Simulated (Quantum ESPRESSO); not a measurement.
BaZrO3:

```
CELL_PARAMETERS angstrom
4.19134 0.00000 0.00000
0.00000 4.19134 0.00000
0.00000 0.00000 4.19134
ATOMIC_POSITIONS crystal
Ba 0.00000 0.00000 0.00000
Zr 0.50000 0.50000 0.50000
O 0.50000 0.50000 0.00000
O 0.50000 0.00000 0.50000
O 0.00000 0.50000 0.50000
```

Base run:

```yaml
Program: Quantum ESPRESSO 7.5
Functional: AM05
Potentials_or_basis: PseudoDojo 0.4.1 SR PBE standard
Cutoff: 1143 eV
Density_cutoff: 4572 eV
k_mesh: 4 × 4 × 4, shifted
Occupations: fermi-dirac, width 0.05 eV
Spin: no spin polarisation
```

Its results: pressure 0.0 GPa; electronic dielectric tensor (diagonal) 4.85.

**Question.** The run is repeated on the same cell with these changes: functional from AM05 to BLYP. What comes out?

**Answer.** Pressure 9.5 GPa; electronic dielectric tensor (diagonal) 4.67.

BLYP binds less tightly than AM05, so the same cell stands under more pressure.

Caveats: the potentials were made for another functional, which shifts forces and pressure; this release of the barium file is off; the cell is more than 3 GPa from zero pressure, which shifts response properties (some runs).
